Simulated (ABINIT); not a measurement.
Here is an ABINIT 10.8.3 (patched build) calculation.

run.abi

```
ndtset 7
getwfk -1
scalecart1 3*0.9795861087
scalecart2 3*0.9864848297
scalecart3 3*0.9932883884
scalecart4 3*1.0000000000
scalecart5 3*1.0066227096
scalecart6 3*1.0131594038
scalecart7 3*1.0196128224

pp_dirpath "./"
pseudos "Hg.GGA_PBE-JTH.xml, Se.GGA_PBE-JTH.xml"

acell 3*1.0
rprim
     0.0000000000     5.7428776927     5.7428776927
     5.7428776927     0.0000000000     5.7428776927
     5.7428776927     5.7428776927     0.0000000000
ntypat 2
znucl 80 34
natom 2
typat 1 2
xred
     0.0000000000     0.0000000000     0.0000000000
     0.7500000000     0.7500000000     0.7500000000

ecut 19.0
pawecutdg 38.0

kptopt 1
ngkpt 8 8 8
nshiftk 1
shiftk 0.0 0.0 0.0

ixc 11

nband 13
occopt 3
tsmear 0.00183747

nstep 100
tolvrs 1.0e-9

iomode 3
prtwf 1
prtden 0
prteig 0
prtebands 0
enunit 2
```

Potentials or basis: JTH PAW PBE v2.0.

Run with:

```console
$ abinit run.abi > log 2>&1
```

(1) Predict the bulk modulus.

(2) Estimate the equilibrium volume.

Results:

(1) 43 GPa (rough).

(2) 30.74 Å³/atom (rough: see the caveat).

Caveat: pressures at fixed basis lie under the slope of the energies; the minimum lies outside the volumes run.
